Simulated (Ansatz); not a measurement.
# CoO: relaxation of cell and atoms with PBE+D3(BJ)

The system is CoO.

```
Co O
1.0
     2.82845    0.00000    0.00000
    -1.41423    2.44951    0.00000
     0.00000    0.00000    2.72172
Co O
1 1
Direct
  0.00000 0.00000 0.50000
  0.66667 0.33333 0.00000
```

The cell was built by a generator and needn't be a form met in nature.

```
Program             : Ansatz 0.2.0
Task                : relaxation of cell and atoms
Functional          : PBE
Dispersion          : D3(BJ)
Potentials or basis : Ansatz PAW
Cutoff              : 420 eV (not typed: the program's choice for these potentials)
k mesh              : 8 × 8 × 7
Occupations         : fermi-dirac, width 0.05 eV
Spin                : collinear spin, ferromagnetic start
Starting moments    : [2.0, 0.0] μB
```

* Relaxed volume: 9.23 Å³/atom
* Relaxed cell: a = 2.803 Å, b = 2.803 Å, c = 2.712 Å, α = 90.00°, β = 90.00°, γ = 120.00°
* Space group after relaxing (to 0.05 Å): P-6m2 (No. 187)
* Energy gained by relaxing: 2.5 meV/atom
* Ionic steps: 7
* Pressure after relaxing: 0.0 GPa
* Band gap on the k mesh: none (metal or under the smearing width)
* Net moment: 3.00 μB per cell
* Absolute moment: 3.05 μB per cell
* Site moments: Co +2.50; O +0.43 μB

Step by step:
```csv
step,energy change (eV),largest force (eV/Å),volume (Å³)
1,0.0000,0.0000,18.86
2,-0.0048,0.0000,18.65
3,-0.0067,0.0000,18.46
4,-0.0067,0.0000,18.47
5,-0.0051,0.0000,18.47
6,-0.0052,0.0000,18.45
7,-0.0051,0.0000,18.45
```

Final structure:
```cif
data_structure
_symmetry_space_group_name_H-M 'P 1'
_symmetry_Int_Tables_number 1
_cell_length_a 2.8029
_cell_length_b 2.8029
_cell_length_c 2.7121
_cell_angle_alpha 90.000
_cell_angle_beta 90.000
_cell_angle_gamma 120.000
_cell_volume 18.45
loop_
_atom_site_label
_atom_site_type_symbol
_atom_site_fract_x
_atom_site_fract_y
_atom_site_fract_z
_atom_site_occupancy
Co1 Co 0.00000 0.00000 0.50000 1
O1 O 0.66667 0.33333 0.00000 1
```

Levels at points of the mesh, in eV from the Fermi level:
Spin up:
```csv
k point,band 10,band 11,band 12,band 13,band 14,band 15,band 16,band 17
"(0.00, 0.00, 0.00)",-2.95,-2.95,-1.05,-1.05,0.72,14.62,16.25,16.25
"(0.00, -0.50, 0.00)",-3.09,-2.09,-2.09,-0.64,5.57,8.80,14.86,17.20
```
Spin down:
```
            k point  band 7  band 8  band 9  band 10  band 11  band 12  band 13  band 14
 (0.00, 0.00, 0.00)   -3.83   -3.19   -2.78     0.26     0.26     0.81     0.81     1.33
(0.00, -0.50, 0.00)   -4.06   -3.47   -2.37     0.07     0.17     0.37     1.71     6.00
```

Run time: 13 s on 2 threads of Arm Neoverse V2, on a shared host, peak memory 0.3 GiB.

Caveat: the plane-wave basis is chosen anew once the cell has moved, so the energies of steps on either side of that aren't comparable; the pressure holds a Pulay correction of +0.8 GPa for the finite cutoff; a cell with one magnetic atom can't hold antiferromagnetic order, which such compounds often take; semilocal functionals often make such compounds metallic where correlation or magnetic order opens a gap, which also shifts bond lengths; pairwise dispersion overbinds metals, which lowers pressure and volume. With open d or f shells a metallic result of PBE can be an artefact of self-interaction; +U or a hybrid may open a gap.
